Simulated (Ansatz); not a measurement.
Wires are cut from relaxed bulk CdTe (F-43m, 36.22 Å³/atom, gap on the mesh 0.59 eV); atoms and period are relaxed, and energies count from that bulk. Caps count from half an H2 molecule.

Computed with Ansatz, DFT PBE, scalar-relativistic, plane waves, PAW.

Cutoff 420 eV; k points 1×1×7 on the computed 14-atom cell (Γ-centred); Gaussian smearing, width 0.05 eV; no spin polarisation.

Start ([110] wire, 6 host atoms a period with H caps):

```
CELL_PARAMETERS angstrom
16.50000 0.00000 0.00000
0.00000 16.20000 0.00000
0.00000 0.00000 4.67919
ATOMIC_POSITIONS crystal
Cd 0.50000 0.55177 0.00000
Te 0.50000 0.65389 0.50000
Cd 0.35821 0.34753 0.50000
Te 0.64179 0.44965 0.00000
Cd 0.64179 0.34753 0.50000
Te 0.35821 0.44965 0.00000
H 0.41786 0.71305 0.50000
H 0.58214 0.71305 0.50000
H 0.44233 0.28695 0.50000
H 0.27408 0.28695 0.50000
H 0.72394 0.50881 0.00000
H 0.55767 0.28695 0.50000
H 0.72592 0.28695 0.50000
H 0.27606 0.50881 0.00000
```

Task: Relax it.

Result: The free energy falls by 200 meV/atom. It ends far from its start (an atom moved by over half a bond, or the period changed much).

```
excess energy (eV per host atom) : 1.069
line energy (eV/Å)               : 1.084
period (Å)                       : 5.912
gap on the mesh (eV)             : 2.35
```

Relaxed structure:
```
CELL_PARAMETERS angstrom
16.50000 0.00000 0.00000
0.00000 16.20000 0.00000
0.00000 0.00000 5.91244
ATOMIC_POSITIONS crystal
Cd 0.50000 0.45467 0.00000
Te 0.50000 0.55961 0.50000
Cd 0.23768 0.36971 0.50000
Te 0.66182 0.42514 0.00000
Cd 0.76232 0.36971 0.50000
Te 0.33818 0.42514 0.00000
H 0.42783 0.63246 0.50000
H 0.57217 0.63246 0.50000
H 0.27821 0.27375 0.50000
H 0.18743 0.46084 0.50000
H 0.68045 0.52674 0.00000
H 0.72179 0.27375 0.50000
H 0.81257 0.46084 0.50000
H 0.31955 0.52674 0.00000
```

Spin-orbit coupling is left out, which matters for the bands of heavy elements. The gap is read on a mesh, which can miss the band edges, so it can be too wide.

Each run keeps its start's symmetry and one magnetic start, so lower states can exist.

It took 12 min on 4 threads of Intel(R) Xeon(R) Processor @ 2.70GHz (shared host), peak memory 2.5 GiB.